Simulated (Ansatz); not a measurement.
Born–Oppenheimer molecular dynamics of a periodic cell of 24 atoms, Li2O (host Li2O, host structure Fm-3m). It starts from a structure without forces on its atoms.

Method: Ansatz, DFT PBE, scalar-relativistic, plane waves, PAW. Settings: accuracy low, cutoff 420 eV, k mesh 2x2x2, fermi-dirac smearing 0.05 eV, no spin polarisation.

* ensemble: NVE (velocity Verlet)
* time step: 1 fs
* steps asked: 210
* starting velocities drawn for: 1400 K
* seed: 373324

Frames 1 fs apart, positions in Å.

Velocities at 70.0 fs (Å/ps):

```
Li 6.83 16.44 -1.67
Li -11.33 -4.76 3.04
O 5.98 5.39 10.92
Li 14.92 -2.73 -1.72
Li -6.78 1.38 1.37
O -7.64 0.10 -10.32
Li 9.24 5.05 12.76
Li 0.74 -12.65 -5.95
O -0.93 0.95 -3.83
Li -2.57 -0.26 -12.25
Li 0.11 5.84 -13.54
O -0.54 3.68 -4.66
Li -10.40 -4.00 1.23
Li -7.92 16.36 -8.63
O 6.75 3.13 -1.89
Li -12.47 -17.18 -4.05
Li 18.35 -1.57 10.86
O -2.22 -5.61 7.11
Li -0.29 4.16 17.62
Li -11.99 4.86 5.39
O 7.84 2.03 10.16
Li -14.44 -1.87 -9.48
Li 8.42 -13.47 -11.20
O -0.75 -7.75 -0.46
```

```xyz
24
Lattice="0.0000 4.7063 4.7063 4.7063 0.0000 4.7063 4.7063 4.7063 0.0000" Properties=species:S:1:pos:R:3 time_fs=70.0 energy_less_start_eV=1.987 T=732
Li 1.184 1.149 1.299
Li 3.775 3.469 3.448
O 2.473 2.433 2.537
Li 3.326 3.444 0.911
Li 5.999 5.777 3.365
O 4.785 4.695 2.280
Li 3.747 1.364 3.318
Li 5.699 3.722 5.845
O 4.606 2.322 4.704
Li 6.029 3.594 3.486
Li 8.228 5.801 5.927
O 6.983 4.753 4.630
Li 1.122 3.578 3.596
Li 3.387 5.639 6.009
O 2.354 4.795 4.703
Li 3.620 5.658 3.794
Li 5.698 8.120 6.023
O 4.700 7.043 4.921
Li 3.397 3.333 5.671
Li 6.040 5.921 8.255
O 4.709 4.660 6.950
Li 5.917 5.994 5.705
Li 8.141 8.321 8.108
O 7.035 7.130 7.159
24
Lattice="0.0000 4.7063 4.7063 4.7063 0.0000 4.7063 4.7063 4.7063 0.0000" Properties=species:S:1:pos:R:3 time_fs=71.0 energy_less_start_eV=1.997 T=729
Li 1.190 1.165 1.296
Li 3.763 3.465 3.451
O 2.479 2.438 2.547
Li 3.341 3.441 0.910
Li 5.992 5.779 3.367
O 4.778 4.696 2.271
Li 3.756 1.369 3.331
Li 5.700 3.709 5.839
O 4.606 2.323 4.700
Li 6.026 3.593 3.474
Li 8.228 5.807 5.914
O 6.983 4.757 4.625
Li 1.111 3.574 3.598
Li 3.379 5.656 6.000
O 2.361 4.798 4.702
Li 3.608 5.641 3.789
Li 5.716 8.119 6.034
O 4.698 7.038 4.928
Li 3.396 3.337 5.689
Li 6.028 5.926 8.261
O 4.717 4.662 6.960
Li 5.902 5.992 5.697
Li 8.150 8.307 8.097
O 7.035 7.122 7.158
24
Lattice="0.0000 4.7063 4.7063 4.7063 0.0000 4.7063 4.7063 4.7063 0.0000" Properties=species:S:1:pos:R:3 time_fs=72.0 energy_less_start_eV=2.017 T=722
Li 1.197 1.183 1.292
Li 3.750 3.460 3.453
O 2.484 2.443 2.557
Li 3.356 3.438 0.910
Li 5.986 5.782 3.370
O 4.770 4.696 2.261
Li 3.765 1.372 3.346
Li 5.701 3.695 5.832
O 4.606 2.324 4.697
Li 6.022 3.592 3.463
Li 8.228 5.812 5.900
O 6.983 4.760 4.621
Li 1.102 3.569 3.599
Li 3.373 5.673 5.992
O 2.367 4.800 4.700
Li 3.597 5.627 3.784
Li 5.735 8.118 6.044
O 4.695 7.032 4.934
Li 3.396 3.342 5.707
Li 6.015 5.931 8.266
O 4.724 4.664 6.971
Li 5.888 5.989 5.688
Li 8.160 8.294 8.085
O 7.034 7.114 7.157
24
Lattice="0.0000 4.7063 4.7063 4.7063 0.0000 4.7063 4.7063 4.7063 0.0000" Properties=species:S:1:pos:R:3 time_fs=73.0 energy_less_start_eV=2.047 T=712
Li 1.202 1.200 1.287
Li 3.736 3.457 3.454
O 2.489 2.447 2.566
Li 3.372 3.435 0.912
Li 5.980 5.786 3.374
O 4.762 4.697 2.252
Li 3.774 1.375 3.361
Li 5.703 3.680 5.826
O 4.606 2.325 4.693
Li 6.018 3.591 3.452
Li 8.229 5.818 5.886
O 6.983 4.763 4.616
Li 1.093 3.564 3.600
Li 3.368 5.692 5.982
O 2.373 4.802 4.699
Li 3.587 5.614 3.777
Li 5.754 8.118 6.054
O 4.692 7.027 4.938
Li 3.395 3.348 5.726
Li 6.003 5.936 8.271
O 4.731 4.667 6.983
Li 5.874 5.985 5.681
Li 8.170 8.280 8.074
O 7.033 7.106 7.155
24
Lattice="0.0000 4.7063 4.7063 4.7063 0.0000 4.7063 4.7063 4.7063 0.0000" Properties=species:S:1:pos:R:3 time_fs=74.0 energy_less_start_eV=2.083 T=700
Li 1.208 1.217 1.281
Li 3.721 3.454 3.456
O 2.492 2.451 2.574
Li 3.387 3.432 0.914
Li 5.973 5.791 3.379
O 4.754 4.697 2.244
Li 3.781 1.376 3.377
Li 5.706 3.665 5.819
O 4.608 2.326 4.690
Li 6.013 3.590 3.442
Li 8.229 5.823 5.872
O 6.983 4.765 4.612
Li 1.085 3.560 3.601
Li 3.364 5.711 5.974
O 2.379 4.803 4.699
Li 3.577 5.603 3.769
Li 5.772 8.118 6.063
O 4.689 7.022 4.942
Li 3.394 3.354 5.746
Li 5.990 5.940 8.276
O 4.738 4.669 6.995
Li 5.860 5.979 5.675
Li 8.181 8.267 8.062
O 7.033 7.098 7.153
24
Lattice="0.0000 4.7063 4.7063 4.7063 0.0000 4.7063 4.7063 4.7063 0.0000" Properties=species:S:1:pos:R:3 time_fs=75.0 energy_less_start_eV=2.122 T=687
Li 1.212 1.235 1.273
Li 3.706 3.451 3.457
O 2.495 2.455 2.581
Li 3.403 3.429 0.918
Li 5.968 5.796 3.384
O 4.746 4.699 2.237
Li 3.788 1.376 3.393
Li 5.709 3.650 5.813
O 4.610 2.328 4.687
Li 6.008 3.589 3.433
Li 8.230 5.828 5.859
O 6.983 4.767 4.608
Li 1.079 3.555 3.602
Li 3.361 5.731 5.965
O 2.384 4.804 4.699
Li 3.569 5.593 3.760
Li 5.790 8.119 6.071
O 4.685 7.017 4.945
Li 3.392 3.360 5.765
Li 5.977 5.944 8.281
O 4.744 4.672 7.007
Li 5.846 5.973 5.670
Li 8.193 8.254 8.051
O 7.033 7.089 7.150
24
Lattice="0.0000 4.7063 4.7063 4.7063 0.0000 4.7063 4.7063 4.7063 0.0000" Properties=species:S:1:pos:R:3 time_fs=76.0 energy_less_start_eV=2.160 T=674
Li 1.216 1.252 1.265
Li 3.690 3.450 3.457
O 2.497 2.458 2.587
Li 3.419 3.426 0.923
Li 5.962 5.803 3.391
O 4.739 4.700 2.230
Li 3.794 1.375 3.410
Li 5.712 3.635 5.806
O 4.613 2.330 4.684
Li 6.002 3.588 3.424
Li 8.230 5.832 5.845
O 6.983 4.769 4.604
Li 1.073 3.550 3.603
Li 3.361 5.752 5.957
O 2.389 4.804 4.699
Li 3.562 5.586 3.749
Li 5.808 8.120 6.078
O 4.681 7.012 4.947
Li 3.391 3.367 5.785
Li 5.965 5.948 8.285
O 4.750 4.675 7.019
Li 5.833 5.966 5.667
Li 8.205 8.241 8.041
O 7.032 7.081 7.147
24
Lattice="0.0000 4.7063 4.7063 4.7063 0.0000 4.7063 4.7063 4.7063 0.0000" Properties=species:S:1:pos:R:3 time_fs=77.0 energy_less_start_eV=2.194 T=663
Li 1.219 1.269 1.256
Li 3.673 3.449 3.457
O 2.499 2.460 2.592
Li 3.435 3.425 0.929
Li 5.957 5.810 3.398
O 4.731 4.701 2.223
Li 3.799 1.371 3.427
Li 5.716 3.620 5.800
O 4.616 2.332 4.682
Li 5.995 3.586 3.417
Li 8.230 5.836 5.832
O 6.984 4.770 4.601
Li 1.067 3.545 3.605
Li 3.361 5.773 5.949
O 2.392 4.804 4.701
Li 3.556 5.581 3.736
Li 5.826 8.122 6.084
O 4.676 7.008 4.948
Li 3.390 3.375 5.804
Li 5.953 5.952 8.289
O 4.756 4.678 7.032
Li 5.821 5.957 5.665
Li 8.218 8.228 8.030
O 7.032 7.072 7.143
24
Lattice="0.0000 4.7063 4.7063 4.7063 0.0000 4.7063 4.7063 4.7063 0.0000" Properties=species:S:1:pos:R:3 time_fs=78.0 energy_less_start_eV=2.220 T=654
Li 1.221 1.286 1.246
Li 3.656 3.449 3.458
O 2.499 2.461 2.596
Li 3.450 3.423 0.937
Li 5.952 5.817 3.406
O 4.723 4.703 2.217
Li 3.802 1.367 3.444
Li 5.720 3.606 5.793
O 4.620 2.335 4.680
Li 5.989 3.585 3.410
Li 8.230 5.839 5.819
O 6.984 4.771 4.597
Li 1.063 3.540 3.606
Li 3.363 5.794 5.942
O 2.396 4.803 4.702
Li 3.551 5.578 3.722
Li 5.842 8.124 6.088
O 4.672 7.003 4.947
Li 3.389 3.383 5.823
Li 5.941 5.955 8.293
O 4.761 4.680 7.045
Li 5.810 5.947 5.664
Li 8.230 8.215 8.021
O 7.032 7.064 7.139
```

Of the whole run (210 fs, mean temperature of the second half 707 K): The conserved energy stayed within 0.24 meV per atom of its start (net change 0.14 meV per atom), so the integration is sound. Over the second half the temperature averaged 0.51 of the 1400 K drawn at the start: a run that starts near a minimum puts about half its kinetic energy into the potential. A run of 0.21 ps of so small a system gives no equilibrium averages. Limits of this set-up: coarse k mesh, low accuracy level.

Time of the run: 11 min on 1 thread of Arm Neoverse V2, with other jobs on the host, peak memory 0.57 GiB.
